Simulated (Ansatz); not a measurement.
**ZrSe2 under changes of volume**

One of the cells (25.784 Å³/atom); the others are scaled copies at fixed shape and fractional positions:

```
Zr Se
1.0
     3.79800    0.00000    0.00000
    -1.89900    3.28916    0.00000
     0.00000    0.00000    6.19200
Zr Se
1 2
Cartesian
  0.0000 0.0000 0.0000
  1.8990 1.0964 4.6440
  0.0000 2.1928 1.5480
```

```yaml
Program: Ansatz 0.2.0
Functional: PBEsol
Potentials_or_basis: Ansatz PAW
Cutoff: "420 eV (not typed: the program's choice for these potentials)"
k_mesh: 8 × 8 × 5
Occupations: fermi-dirac, width 0.05 eV
Spin: no spin polarisation
```

```csv
volume (Å³/atom),energy over the lowest point (meV/atom),pressure (GPa),gap on the mesh (eV),largest force (eV/Å)
24.237,14.43,4.2,0.29,0.804
24.753,?,?,?,?
25.268,0.00,0.4,0.34,0.306
25.784,1.29,-1.2,0.36,0.083
26.300,7.52,-2.7,0.38,0.124
26.815,18.20,-4.0,0.40,0.317
27.331,32.88,-5.1,0.42,0.496
```

Q: What does the run at 24.753 Å³/atom give?

A: Energy over the lowest point 4.18 meV/atom; pressure 2.2 GPa; gap on the mesh 0.31 eV; largest force 0.546 eV/Å.

Worked out: A Birch-Murnaghan fit of order 3 (a polynomial in V^(-2/3)) to the other rows has its minimum at 25.40 Å³/atom with B0 = V·E''(V) = 82 GPa and B' = 4.1 at fixed shape and positions, which overstates the stiffness. It gives 4.17 meV/atom at 24.753 Å³/atom, against the run's 4.18, and -dE/dV = 2.2 GPa, against 2.2. A straight line through the other rows of the gap, of slope 1.07 eV per unit of ln V, gives 0.32 eV, against the run's 0.31.

Energies are extrapolated to zero smearing.

Caveats: odd divisions of the mesh miss points on the zone boundary, where band edges often lie, so the gap on the mesh can be too wide; this functional lacks dispersion, which binds the layers, so the pressure and a relaxed spacing across them are unreliable; the PAW data sets come from PBE, with cores solved anew for the run's functional, which leaves a small shift of forces and pressure.

A mesh can miss the band edges. Spin-orbit coupling on Se, Zr is left out.
